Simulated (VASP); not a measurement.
**C (strained diamond): a GW calculation on PBE orbitals in VASP**

INCAR, step 1 (ground state)

```
LREAL = .FALSE.
GGA = PE
ISMEAR = 0
ENCUT = 500
LCHARG = .FALSE.
LASPH = .TRUE.
LWAVE = .TRUE.
PREC = Accurate
EDIFF = 1E-7
NELM = 120
SIGMA = 0.01
```

INCAR, step 2 (empty bands)

```
LREAL = .FALSE.
LOPTICS = .TRUE.
PREC = Accurate
LWAVE = .TRUE.
GGA = PE
ISMEAR = 0
LCHARG = .FALSE.
ALGO = Exact
NBANDS = 45
ENCUT = 500
ISTART = 1
NELM = 1
EDIFF = 1E-7
LASPH = .TRUE.
SIGMA = 0.01
```

INCAR, step 3 (GW)

```
ENCUT = 500
EDIFF = 1E-7
NELMGW = 3
ENCUTGW = 150
LREAL = .FALSE.
NOMEGA = 64
LASPH = .TRUE.
LCHARG = .FALSE.
GGA = PE
ALGO = EVGW0
NBANDSGW = 12
ISMEAR = 0
NELM = 120
LWAVE = .FALSE.
PREC = Accurate
ISTART = 1
PRECFOCK = Fast
ENCUTGWSOFT = 150
NBANDS = 45
SIGMA = 0.01
```

KPOINTS

```
KPOINTS created by Atomic Simulation Environment
0
Gamma
6 6 6
0 0 0
```

POSCAR

```
C
 1.0000000000000000
     0.0000000000000000    1.7089191776999999    1.7089191776999999
     1.7089191776999999    0.0000000000000000    1.7089191776999999
     1.7089191776999999    1.7089191776999999    0.0000000000000000
 C
   2
Cartesian
  0.0000000000000000  0.0000000000000000  0.0000000000000000
  0.8544595888500000  0.8544595888500000  0.8544595888500000
```

VASP ran with the GW set of PAW datasets (8 valence electrons in the cell).

Command

```
mpirun -np 1 vasp_std
```

From OUTCAR

```
k-points           NKPTS =     16   k-points in BZ     NKDIM =    216   number of bands    NBANDS=     45

   NELECT =       8.0000    total number of electrons

   dimension x,y,z NGX =    18 NGY =   18 NGZ =   18
   dimension x,y,z NGXF=    36 NGYF=   36 NGZF=   36

  energy-cutoff  :      500.00
  volume of cell :        9.98
      direct lattice vectors                 reciprocal lattice vectors
     0.000000000  1.708919178  1.708919178    -0.292582591  0.292582591  0.292582591
     1.708919178  0.000000000  1.708919178     0.292582591 -0.292582591  0.292582591
     1.708919178  1.708919178  0.000000000     0.292582591  0.292582591 -0.292582591

 k-points in reciprocal lattice and weights: KPOINTS created by Atomic Simulation Env
   0.00000000  0.00000000  0.00000000       0.005
   0.16666667  0.00000000  0.00000000       0.037
   0.33333333  0.00000000  0.00000000       0.037
   0.50000000  0.00000000  0.00000000       0.019
   0.16666667  0.16666667  0.00000000       0.028
   0.33333333  0.16666667  0.00000000       0.111
   0.50000000  0.16666667  0.00000000       0.111
  -0.33333333  0.16666667  0.00000000       0.111
   ...

 QP shifts <psi_nk| G(iteration)W_0 |psi_nk>: iteration 1
 for sc-GW calculations column KS-energies equals QP-energies in previous step
 and V_xc(KS)=  KS-energies - (<T + V_ion + V_H > + <T+V_H+V_ion>^1  + <V_x>^1)

 k-point   1 :       0.0000    0.0000    0.0000
  band No.  KS-energies  QP-energies   sigma(KS)   V_xc(KS)     V^pw_x(r,r')   Z            occupation Imag(sigma)

      1     -11.5616     -13.2386     -17.4255     -15.2052     -26.2628       0.7553       2.0000       1.4267
      2      11.7100      11.1746     -17.9254     -17.2845     -19.7999       0.8354       2.0000       0.0554
      3      11.7100      11.1746     -17.9254     -17.2845     -19.7999       0.8354       2.0000       0.0554
      4      11.7100      11.1746     -17.9254     -17.2845     -19.7999       0.8354       2.0000       0.0554
      5      17.6564      18.9006     -14.4637     -15.9601      -9.6832       0.8314       0.0000      -0.0845
      6      17.6564      18.9006     -14.4637     -15.9601      -9.6832       0.8314       0.0000      -0.0845
      7      17.6564      18.9006     -14.4637     -15.9601      -9.6832       0.8314       0.0000      -0.0845
      8      28.0839      29.2103     -15.0405     -16.4894      -7.3911       0.7774       0.0000      -0.2691
      9      32.7369      33.2768     -11.8840     -12.5482      -4.6162       0.8127       0.0000      -0.3890
     10      39.7060      40.9601     -13.0478     -14.5463      -6.2973       0.8369       0.0000      -0.5569
     11      39.7060      40.9601     -13.0478     -14.5463      -6.2973       0.8369       0.0000      -0.5569
     12      40.7371      41.4818     -11.2669     -12.1512      -3.5346       0.8421       0.0000      -1.0406

 ...

 QP shifts <psi_nk| G(iteration)W_0 |psi_nk>: iteration 2

 k-point   1 :       0.0000    0.0000    0.0000
  band No. old QP-enery  QP-energies   sigma(KS)   T+V_ion+V_H  V^pw_x(r,r')   Z            occupation Imag(sigma)

      1     -13.2386     -13.5864     -17.3409       3.6436     -26.2628       0.7583       2.0000       1.5147
      2      11.1746      11.1233     -17.8810      28.9945     -19.7999       0.8392       2.0000       0.0568
      3      11.1746      11.1233     -17.8810      28.9945     -19.7999       0.8392       2.0000       0.0568
      4      11.1746      11.1233     -17.8810      28.9945     -19.7999       0.8392       2.0000       0.0568
      5      18.9006      19.0378     -14.5515      33.6165      -9.6832       0.8349       0.0000      -0.0870
      6      18.9006      19.0378     -14.5515      33.6165      -9.6832       0.8349       0.0000      -0.0870
      7      18.9006      19.0378     -14.5515      33.6165      -9.6832       0.8349       0.0000      -0.0870
      8      29.2103      29.4353     -15.0742      44.5734      -7.3911       0.7789       0.0000      -0.2710
      9      33.2768      33.4287     -11.8225      45.2852      -4.6162       0.8173       0.0000      -0.3593
     10      40.9601      41.0857     -13.1409      54.2523      -6.2973       0.8304       0.0000      -0.5634
     11      40.9601      41.0857     -13.1409      54.2523      -6.2973       0.8304       0.0000      -0.5634
     12      41.4818      41.5948     -11.2725      52.8883      -3.5346       0.8430       0.0000      -0.9956

 ...

 QP shifts <psi_nk| G(iteration)W_0 |psi_nk>: iteration 3

 k-point   1 :       0.0000    0.0000    0.0000
  band No. old QP-enery  QP-energies   sigma(KS)   T+V_ion+V_H  V^pw_x(r,r')   Z            occupation Imag(sigma)

      1     -13.5864     -13.6550     -17.3205       3.6436     -26.2628       0.7579       2.0000       1.5429
      2      11.1233      11.1177     -17.8778      28.9945     -19.7999       0.8402       2.0000       0.0569
      3      11.1233      11.1177     -17.8778      28.9945     -19.7999       0.8402       2.0000       0.0569
      4      11.1233      11.1177     -17.8778      28.9945     -19.7999       0.8402       2.0000       0.0569
      5      19.0378      19.0545     -14.5587      33.6165      -9.6832       0.8353       0.0000      -0.0871
      6      19.0378      19.0545     -14.5587      33.6165      -9.6832       0.8353       0.0000      -0.0871
      7      19.0378      19.0545     -14.5587      33.6165      -9.6832       0.8353       0.0000      -0.0871
      8      29.4353      29.4735     -15.0891      44.5734      -7.3911       0.7798       0.0000      -0.2740
      9      33.4287      33.4563     -11.8227      45.2852      -4.6162       0.8168       0.0000      -0.3596
     10      41.0857      41.1025     -13.1464      54.2523      -6.2973       0.8303       0.0000      -0.5606
     11      41.0857      41.1025     -13.1464      54.2523      -6.2973       0.8303       0.0000      -0.5606
     12      41.5948      41.6133     -11.2715      52.8883      -3.5346       0.8429       0.0000      -0.9893

 ...
```

* PBE gap on the mesh: 4.46 eV
* G₀W₀ gap on the mesh: 5.80 eV

These GW values are short of the basis and mesh limit.
